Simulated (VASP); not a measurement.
Input of a VASP 6.6.1 run:

File INCAR:

```
SYSTEM = C
PREC = Accurate
ENCUT = 520
EDIFF = 1E-6
ISMEAR = 0
SIGMA = 0.03
LREAL = .False.
LASPH = .True.
NELM = 80
ALGO = Normal
ISIF = 2
LWAVE = .False.
LCHARG = .False.
GGA = PS
NBANDS = 11
KPAR = 4
```

KPOINTS

```
Automatic mesh
0
Gamma
  8 8 8
  0 0 0
```

POSCAR

```
C
1.0
    0.0000000000      1.7833700000      1.7833700000
    1.7833700000      0.0000000000      1.7833700000
    1.7833700000      1.7833700000      0.0000000000
C
2
Direct
    0.0000000000      0.0000000000      0.0000000000
    0.2500000000      0.2500000000      0.2500000000
```

Potentials or basis: VASP PAW PBE potentials, release 64 (C).

Launch:

```console
$ cat potpaw_PBE.64/C/POTCAR > POTCAR
$ mpirun -np 4 vasp_std > vasp.out
```

Task: Predict the band gap on the k mesh.

Result: 4.00 eV, indirect (least direct gap 5.54 eV).

Task: Predict the pressure.

Result: -3.8 GPa.

Caveat: the PAW data sets were made with another functional, which shifts forces and pressure a little. A hybrid or GW would open this gap; PBEsol tends to underestimate it.
